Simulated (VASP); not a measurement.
Crystal: GaN.

```
CELL_PARAMETERS angstrom
0.00000 1.99250 1.99250
1.99250 0.00000 1.99250
1.99250 1.99250 0.00000
ATOMIC_POSITIONS crystal
Ga 0.50000 0.50000 0.50000
N 0.00000 0.00000 0.00000
```

Measurements of this composition are mostly on another form, of space group No. 186.

| Property | Result |
| --- | --- |
| Program | VASP 6.6.1 |
| Task | relaxation of cell and atoms |
| Functional | PBE |
| Potentials or basis | VASP PAW PBE potentials, release 64 (Ga_d, N) |
| Cutoff | 600 eV |
| k mesh | 8 × 8 × 8 |
| Occupations | gaussian, width 0.1 eV |
| Spin | no spin polarisation |

At the start: pressure 70.1 GPa; volume 7.91 Å³/atom.

Problem. How do energy, volume and symmetry change on relaxing?

Solution. Over 4 steps the energy falls by 332.7 meV/atom and the volume is 9.79 Å³/atom (+23.7 %); space group Fm-3m (No. 225, to 0.05 Å).

Step by step:
```tsv
step	energy change (eV)	largest force (eV/Å)	pressure (GPa)	volume (Å³)
1	0.0000	0.0000	70.12	15.82
2	-0.0145	0.0000	-29.54	25.15
3	-0.6642	0.0000	-1.95	19.71
4	-0.6654	0.0000	-0.38	19.57
```

Final structure:
```
Ga N
1.0
     0.00000    2.13899    2.13899
     2.13899    0.00000    2.13899
     2.13899    2.13899    0.00000
Ga N
1 1
Direct
  0.50000 0.50000 0.50000
  0.00000 0.00000 0.00000
```

Caveat: the volume moved by over 15 % at a fixed basis, so the end points are rough; the volume moved by +24 % from the deposited cell, more than functionals usually miss.
